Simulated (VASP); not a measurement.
# Eu (Im-3m) in VASP: further runs

One crystal, Eu, is run at these levels: PBE; tasks: single point.

All numbers are computed with VASP 6.6.1; they aren't measurements. Logs are shortened: lines on timing, memory, paths and dates and some standing lists are left out, and cuts for length are marked.

### Step 1. The crystal as given

Symmetry: Im-3m, No. 229, cubic system. Conventional cell: a = 4.606 Å, b = 4.606 Å, c = 4.606 Å, α = 90.00°, β = 90.00°, γ = 90.00°. Eu (site symmetry m-3m) has 8 Eu at 3.99 Å as nearest neighbours.

### Step 2. Single point, PBE, collinear spin, typed start

INCAR

```
  PREC = Accurate
  ENCUT = 520
  EDIFF = 1E-7
  ISMEAR = -1
  SIGMA = 0.05
  LREAL = False
  LASPH = True
  NELM = 150
  ALGO = Normal
  ISIF = 2
  LWAVE = False
  LCHARG = False
  ISPIN = 2
  MAGMOM = 7 7
  LORBIT = 11
  LMAXMIX = 6
  GGA = PE
  NBANDS = 28
```

KPOINTS

```
Automatic mesh
0
Gamma
  7 7 7
```

POSCAR

```
Eu
1.0
    4.6060000000      0.0000000000      0.0000000000
    0.0000000000      4.6060000000      0.0000000000
    0.0000000000      0.0000000000      4.6060000000
Eu
2
Direct
    0.0000000000      0.0000000000      0.0000000000
    0.5000000000      0.5000000000      0.5000000000
```

Potentials or basis: VASP PAW PBE potentials, release 64 (Eu).

Run with:

```
cat potpaw_PBE.64/Eu/POTCAR > POTCAR
mpirun -np 1 vasp_std > vasp.out
```

OUTCAR:

```text
PREC = Accurate
   ENCUT = 520
   EDIFF = 1E-7
   ISMEAR = -1
   LREAL = False
   LASPH = True
   NELM = 150
   ISIF = 2
   ISPIN = 2
   LORBIT = 11
   GGA = PE

 ion  position               nearest neighbor table
   1  0.000  0.000  0.000-
   2  0.500  0.500  0.500-

  LATTYP: Found a simple cubic cell.
 ALAT       =     4.6060000000

  Lattice vectors:

 A1 = (   4.6060000000,   0.0000000000,   0.0000000000)
 A2 = (   0.0000000000,   4.6060000000,   0.0000000000)
 A3 = (   0.0000000000,   0.0000000000,   4.6060000000)

Analysis of symmetry for initial positions (statically):
=====================================================================
 Subroutine PRICEL returns following result:

  LATTYP: Found a body centered cubic cell.
 ALAT       =     4.6060000000

  Lattice vectors:

 A1 = (   2.3030000000,   2.3030000000,  -2.3030000000)
 A2 = (  -2.3030000000,   2.3030000000,   2.3030000000)
 A3 = (   2.3030000000,  -2.3030000000,   2.3030000000)

   2 primitive cells build up your supercell.

 Routine SETGRP: Setting up the symmetry group for a
 simple cubic supercell.

 Subroutine GETGRP returns: Found 48 space group operations
 (whereof 48 operations were pure point group operations)
 out of a pool of 48 trial point group operations.

The static configuration has the point symmetry O_h .

Analysis of symmetry for dynamics (positions and initial velocities):
=====================================================================
 Subroutine PRICEL returns following result:

  LATTYP: Found a body centered cubic cell.
 ALAT       =     4.6060000000

  Lattice vectors:

 A1 = (   2.3030000000,   2.3030000000,  -2.3030000000)
 A2 = (  -2.3030000000,   2.3030000000,   2.3030000000)
 A3 = (   2.3030000000,  -2.3030000000,   2.3030000000)

   2 primitive cells build up your supercell.

 Routine SETGRP: Setting up the symmetry group for a
 simple cubic supercell.

 Subroutine GETGRP returns: Found 48 space group operations
 (whereof 48 operations were pure point group operations)
 out of a pool of 48 trial point group operations.

The dynamic configuration has the point symmetry O_h .

Analysis of structural, dynamic, and magnetic symmetry:
=====================================================================
 Subroutine PRICEL returns following result:

  LATTYP: Found a body centered cubic cell.
 ALAT       =     4.6060000000

  Lattice vectors:

 A1 = (   2.3030000000,   2.3030000000,  -2.3030000000)
 A2 = (  -2.3030000000,   2.3030000000,   2.3030000000)
 A3 = (   2.3030000000,  -2.3030000000,   2.3030000000)

   2 primitive cells build up your supercell.

 Routine SETGRP: Setting up the symmetry group for a
 simple cubic supercell.

 Subroutine GETGRP returns: Found 48 space group operations
 (whereof 48 operations were pure point group operations)
 out of a pool of 48 trial point group operations.

The overall configuration has the point symmetry O_h .

 Subroutine INISYM returns: Found 48 space group operations
 (whereof 48 operations are pure point group operations),
 and found     2 'primitive' translations

----------------------------------------------------------------------------------------

                                     Primitive cell

  volume of cell :      48.8587

  direct lattice vectors                    reciprocal lattice vectors
     2.303000000  2.303000000 -2.303000000     0.217108120  0.217108120  0.000000000
    -2.303000000  2.303000000  2.303000000    -0.000000000  0.217108120  0.217108120
     2.303000000 -2.303000000  2.303000000     0.217108120  0.000000000  0.217108120

  length of vectors
     3.988913010  3.988913010  3.988913010     0.307037248  0.307037248  0.307037248

  position of ions in fractional coordinates (direct lattice)
     0.000000000  0.000000000  0.000000000

  ion indices of the primitive-cell ions
   primitive index   ion index
                 1           1

----------------------------------------------------------------------------------------

 KPOINTS: Automatic mesh

Automatic generation of k-mesh.
 Grid dimensions read from file:
 generate k-points for:    7    7    7

 Generating k-lattice:

  Cartesian coordinates                     Fractional coordinates (reciprocal lattice)
     0.031015446  0.000000000  0.000000000     0.142857143  0.000000000  0.000000000
     0.000000000  0.031015446  0.000000000     0.000000000  0.142857143  0.000000000
     0.000000000  0.000000000  0.031015446     0.000000000  0.000000000  0.142857143

  Length of vectors
     0.031015446  0.031015446  0.031015446

  Shift w.r.t. Gamma in fractional coordinates (k-lattice)
     0.000000000  0.000000000  0.000000000

 Subroutine IBZKPT returns following result:
 ===========================================

 Found     20 irreducible k-points:

 Following reciprocal coordinates:
            Coordinates               Weight
  0.000000  0.000000  0.000000      1.000000
  0.142857  0.000000  0.000000      6.000000
  0.285714  0.000000  0.000000      6.000000
  0.428571  0.000000  0.000000      6.000000
  0.142857  0.142857  0.000000     12.000000
  0.285714  0.142857  0.000000     24.000000
[... 12 lines left out ...]
  0.428571  0.428571  0.285714     24.000000
  0.428571  0.428571  0.428571      8.000000
   k-points           NKPTS =     20   k-points in BZ     NKDIM =     20   number of bands    NBANDS=     28
   number of dos      NEDOS =    301   number of ions     NIONS =      2
   total plane-waves  NPLWV =  46656
   dimension x,y,z NGX =    36 NGY =   36 NGZ =   36
   dimension x,y,z NGXF=    72 NGYF=   72 NGZF=   72
   ions per type =               2
   NGX,Y,Z   is equivalent  to a cutoff of  12.99, 12.99, 12.99 a.u.
   NGXF,Y,Z  is equivalent  to a cutoff of  25.99, 25.99, 25.99 a.u.
 SYSTEM =  unknown system
   PREC   = accura    normal or accurate (medium, high low for compatibility)
   ISTART =      0    job   : 0-new  1-cont  2-samecut
   ICHARG =      2    charge: 1-file 2-atom 10-const
   ISPIN  =      2    spin polarized calculation?
   LNONCOLLINEAR =      F non collinear calculations
   LSORBIT =      F    spin-orbit coupling
   LASPH  =      T    aspherical Exc in radial PAW
   ENCUT  =  520.0 eV  38.22 Ry    6.18 a.u.   8.56  8.56  8.56*2*pi/ulx,y,z
   NELM   =    150;   NELMIN=  2; NELMDL= -5     # of ELM steps
   EDIFF  = 0.1E-06   stopping-criterion for ELM
   LREAL  =      F    real-space projection
   EDIFFG = 0.1E-05   stopping-criterion for IOM
   NSW    =      0    number of steps for IOM
   IBRION =     -1    ionic relax: 0-MD 1-quasi-New 2-CG
   NFREE  =      0    steps in history (QN), initial steepest desc. (CG)
   ISIF   =      2    stress and relaxation
   ISYM   =      2    0-nonsym 1-usesym 2-fastsym
   POTIM  = 0.5000    time-step for ionic-motion
   TEBEG  =    0.0;   TEEND  =   0.0 temperature during run
   PSTRESS=    0.0 pullay stress
   NELECT =      34.0000    total number of electrons
   NUPDOWN=      -1.0000    fix difference up-down
   EMIN   =  10.00;   EMAX   =-10.00  energy-range for DOS
   EFERMI =   0.00;   METHOD = LEGACY
   ISMEAR =    -1;   SIGMA  =   0.05  broadening in eV -4-tet -1-fermi 0-gaus
   EFERMI_NEDOS =   21; number of points for ismear=-14 and -15
   IALGO  =     38    algorithm
   IMIX   =      4    mixing-type and parameters
     AMIX     =   0.40;   BMIX     =  1.00
     AMIX_MAG =   1.60;   BMIX_MAG =  1.00
  volume/ion in A,a.u.               =      48.86       329.71
  Fermi-wavevector in a.u.,A,eV,Ry     =   1.151447  2.175919 18.039008  1.325830
  Thomas-Fermi vector in A             =   2.288104
   LORBIT       =     11    0 simple, 1 ext, 2 COOP (PROOUT), +10 PAW based schemes
   GGA     = PE    functional components
   LHFCALC =     F    Hartree Fock is set to
   AEXX    =    0.0000 exact exchange contribution
   IVDW    =     0    specifies the selected vdW correction
   LEPSILON=     F    determine dielectric tensor
   LRPA    =     F    only Hartree local field effects (RPA)
 spin polarized calculation
  energy-cutoff  :      520.00
  volume of cell :       97.72
 maximum number of plane-waves:      2649
 NGX is ok and might be reduce to    36
   NGX = 17   NGY = 17   NGZ = 17

 number of electron      34.0000018 magnetization      14.8610899

 Free energy of the ion-electron system (eV)
  ---------------------------------------------------
  ext. energy  EPLUGINS =         0.00000000
  ---------------------------------------------------
  free energy    TOTEN  =       -22.79872060 eV

  energy without entropy =      -22.76880549  energy(sigma->0) =      -22.78376305

 E-fermi :   1.5957     XC(G=0):  -8.2401

 val. band max:        1.5892507004   @ k =   0.4286   0.2857   0.2857
 cond. band min:       1.6121052679   @ k =   0.2857   0.2857   0.2857
 fundamental gap:      0.0228545675
 Fermi energy:         1.5957299396

 spin component 1

 k-point     1 :       0.0000    0.0000    0.0000
  band No.  band energies     occupation
      1     -40.1840      1.00000
      2     -40.1527      1.00000
      3     -19.0300      1.00000
      4     -19.0300      1.00000
      5     -19.0300      1.00000
      6     -18.8365      1.00000
[... 20 lines left out ...]
     27       3.2763      0.00000
[... 566 lines left out ...]
      5     -18.9971      1.00000
      6     -18.9380      1.00000
[... 20 lines left out ...]
     27       1.6307      0.33213
     28       1.6307      0.33213
 Fermi energy:         1.5957299396

 spin component 2

 k-point     1 :       0.0000    0.0000    0.0000
  band No.  band energies     occupation
      1     -37.0251      1.00000
      2     -36.9836      1.00000
      3     -16.7360      1.00000
      4     -16.7360      1.00000
      5     -16.7360      1.00000
      6     -16.4900      1.00000
[... 20 lines left out ...]
     27       6.0845      0.00000
[... 567 lines left out ...]
      6     -16.6211      1.00000
[... 20 lines left out ...]
     27       6.0107      0.00000
     28       6.0107      0.00000

------------------------ aborting loop because EDIFF is reached ----------------------------------------

  FORCE on cell =-STRESS in cart. coord.  units (eV):
  Direction    XX          YY          ZZ          XY          YZ          ZX
  --------------------------------------------------------------------------------------
  -------------------------------------------------------------------------------------
  Total       -1.1145095     -1.1145095     -1.1145095     -0.0000000      0.0000000      0.0000000
  in kB      -18.2735342    -18.2735342    -18.2735342     -0.0000000      0.0000000      0.0000000
  external PRESSURE =     -18.2735342 kB  Pullay stress =       0.0000000 kB

 VOLUME and BASIS-vectors are now :
 -----------------------------------------------------------------------------
  energy-cutoff  :      520.00
  volume of cell :       97.72
      direct lattice vectors                 reciprocal lattice vectors
     4.606000000  0.000000000  0.000000000     0.217108120  0.000000000  0.000000000
     0.000000000  4.606000000  0.000000000     0.000000000  0.217108120  0.000000000
     0.000000000  0.000000000  4.606000000     0.000000000  0.000000000  0.217108120

 POSITION                                       TOTAL-FORCE (eV/Angst)
 -----------------------------------------------------------------------------------
      0.00000      0.00000      0.00000         0.000000      0.000000      0.000000
      2.30300      2.30300      2.30300        -0.000000     -0.000000     -0.000000
 -----------------------------------------------------------------------------------
    total drift:                                0.000000      0.000000      0.000000

  FREE ENERGIE OF THE ION-ELECTRON SYSTEM (eV)
  ---------------------------------------------------
  free  energy   TOTEN  =       -22.7987206046 eV

  energy  without entropy=      -22.7688054917  energy(sigma->0) =      -22.78376305

 total charge

# of ion       s       p       d       f       tot
--------------------------------------------------
    1        2.078   5.720   0.235   6.685  14.718
    2        2.078   5.720   0.235   6.685  14.718
--------------------------------------------------
tot          4.155  11.440   0.471  13.371  29.437

 magnetization (x)

# of ion       s       p       d       f       tot
--------------------------------------------------
    1       -0.005  -0.095   0.133   6.684   6.717
    2       -0.005  -0.095   0.133   6.684   6.717
--------------------------------------------------
tot         -0.009  -0.190   0.265  13.368  13.434
```

It took 75 s on 1 thread of Intel Xeon 6975P-C (Granite Rapids), shared host; peak memory 0.29 GiB.

Results:

* Free energy: -22.7987 eV
* Pressure: -1.8 GPa
* Band gap on the k mesh: none (metal or under the smearing width)
* Net moment: 14.86 μB per cell
* Site moments: Eu +6.72 μB
* Valence electrons inside the program's atomic spheres: Eu 14.72

Caveat: spin-orbit coupling is left out, which moves the levels of the heavy elements.

[end of part 1 of 2]
